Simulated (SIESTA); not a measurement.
Something may be wrong with this SIESTA 5.4.2 calculation of Sb.

File run.py:

```python
from ase.io import read
from ase.calculators.siesta import Siesta
from ase.units import Ry, GPa

atoms = read("Sb.xyz")

fdf = {
    'SCFMustConverge': False,
    'OccupationFunction': 'FD',
    'ElectronicTemperature': '0.05 eV',
    'MaxSCFIterations': '80',
    'SCF.Mixer.Method': 'Pulay',
    'SCF.Mixer.Weight': '0.25',
    'SCF.Mixer.History': '8',
    'SCF.DM.Tolerance': '5.0e-05',
    'SCF.H.Tolerance': '1.0e-03 eV',
    'WriteForces': 'true',
    'Charge.Mulliken': 'end',
    'PAO.Basis': ['Sb.1 4', 'n=5 0 2', '  5.984 0.000', 'n=5 1 2', '  7.890 0.000', 'n=4 2 2', '  3.483 0.000', 'n=5 2 1', '  7.890'],
    'NetCharge': '6.0',
}
calc = Siesta(
    label="Sb",
    command="siesta < PREFIX.fdf > PREFIX.out",
    pseudo_path="pseudos",
    pseudo_qualifier="",
    xc=('GGA', 'PBE'),
    basis_set="DZP",
    mesh_cutoff=500 * Ry,
    energy_shift=0.003 * Ry,
    kpts=[10, 10, 10],
    spin="non-polarized",
    fdf_arguments=fdf,
)
atoms.calc = calc

print(f"energy = {atoms.get_potential_energy():.6f} eV")
free = atoms.get_potential_energy(force_consistent=True)
print(f"free energy = {free:.6f} eV")
print("forces (eV/A):")
print(atoms.get_forces(apply_constraint=False).round(6))
print("stress (GPa, Voigt order, tension positive):", (atoms.get_stress() / GPa).round(4))
```

The input Sb.xyz:

```xyz
1
Lattice="0.1733647600 2.3885337500 2.4958692300 2.4173055400 0.0646925500 2.6045414300 2.3204533900 2.4003538000 0.1615447000" Properties=species:S:1:pos:R:3 pbc="T T T"
Sb     0.0000000000      0.0000000000      0.0000000000
```

Potentials or basis: PseudoDojo 0.4 standard (PBE files), DZP (energy shift 0.003 Ry; two zetas on semicore shells).

Run with:

```console
$ python run.py
```

Output:

```text
Job completed
energy = -2395.497716 eV
free energy = -2395.658646 eV
forces (eV/A):
[[ 0. -0. -0.]]
stress (GPa, Voigt order, tension positive): [32.6248 39.0933 37.3544  8.5849 34.9361 13.5446]
```

Among its messages:

```text
madelung: WARNING: Charged system, but not an atom or molecule.
madelung: WARNING: Continue only if you really know what you are doing.
madelung: WARNING: Energy correction terms can not be applied.
```

What happened, and what is wrong with the input?

Self-consistency was reached. The input holds a flaw that was put in on purpose: net charge far too large (NetCharge = 6.0). The program doesn't stop on it, so the numbers can't be trusted though the run ends normally.
